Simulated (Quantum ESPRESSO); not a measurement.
Crystal: B.

```
B
1.0
     1.88524    0.00000    0.00000
     0.00000    1.88524    0.00000
     0.00000    0.00000    1.88524
B
1
Cartesian
  0.9426 0.9426 0.9426
```

The cell was built by a generator and needn't be a form met in nature.

- Program: Quantum ESPRESSO 7.5
- Task: energy-loss spectrum
- Functional: PBE
- Potentials or basis: PseudoDojo 0.4.1 SR PBE standard
- Cutoff: 1034 eV
- Density cutoff: 4136 eV
- k mesh: 10 × 10 × 10, shifted
- Occupations: fermi-dirac, width 0.05 eV
- Spin: no spin polarisation
- Iterations: 400
- Mixing beta: 0.5
- Most SCF iterations: 120
- SCF threshold: 2e-10 Ry
- Startingwfc: atomic

Loss function by the Lanczos method: RPA with local fields, q = (0.212, 0.212, 0.000) Å⁻¹, 400 iterations, broadening 0.68 eV, up to 40 eV.

Where does the loss function peak?

The main peak lies at 25.0 eV with height 2.45.

Energy-loss function at q = [0.21213, 0.21213, 0.0] (Å⁻¹, cartesian):
| energy (eV) | loss |
| --- | --- |
| 0.0 | 0.000 |
| 1.8 | 0.009 |
| 3.4 | 0.022 |
| 5.2 | 0.079 |
| 7.0 | 0.132 |
| 8.6 | 0.195 |
| 10.4 | 0.312 |
| 12.2 | 0.436 |
| 13.8 | 0.473 |
| 15.6 | 0.512 |
| 17.4 | 0.681 |
| 19.0 | 1.010 |
| 20.8 | 1.524 |
| 22.4 | 1.966 |
| 24.2 | 2.382 |
| 26.0 | 2.348 |
| 27.6 | 1.967 |
| 29.4 | 1.523 |
| 31.2 | 1.009 |
| 32.8 | 0.625 |
| 34.6 | 0.399 |
| 36.4 | 0.307 |
| 38.0 | 0.270 |
| 39.8 | 0.224 |

Spectra converge slowly with the k mesh, and this one (10 × 10 × 10) leaves small humps uncertain. From two thirds of the Lanczos chain to all of it the curve moves by up to 9 % of its peak.

Caveat: the k mesh is coarse; the wave vector is under the mesh spacing, so the intraband response is poorly sampled.
